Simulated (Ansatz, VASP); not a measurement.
K: VASP beside Ansatz

```
CELL_PARAMETERS angstrom
-2.69756 2.69756 2.69756
2.69756 -2.69756 2.69756
2.69756 2.69756 -2.69756
ATOMIC_POSITIONS crystal
K 0.00000 0.00000 0.00000
```

Alike in both runs: task relaxation of cell and atoms; functional PBE; k mesh 7 × 7 × 7; occupations fermi-dirac, width 0.05 eV; no spin polarisation.

|  | VASP | Ansatz |
| --- | --- | --- |
| version | VASP 6.6.1 | Ansatz 0.2.0 |
| potentials or method | VASP PAW PBE potentials, release 64 (K_sv) | Ansatz PAW |
| plane-wave cutoff (eV) | 600 | 420 |
| valence electrons in the cell | 9 | 9 |

|  | VASP | Ansatz | Ansatz less VASP |
| --- | --- | --- | --- |
| gap on the k mesh at the Fermi level, each at its own relaxed structure (eV) | none | none | - |
| relaxed volume (Å³/atom) | 73.74 | 73.25 | -0.493 |
| relaxed cell length with the largest relative difference (Å) | 4.576 | 4.565 | -0.0102 |
| energy change over the relaxation (meV/atom) | -3 | -3 | 0.0 |

A gap of «none» marks a metal or a gap that the smearing closes.

Caveats: the plane-wave basis is chosen anew once the cell has moved, so the energies of steps on either side of that aren't comparable (Ansatz).
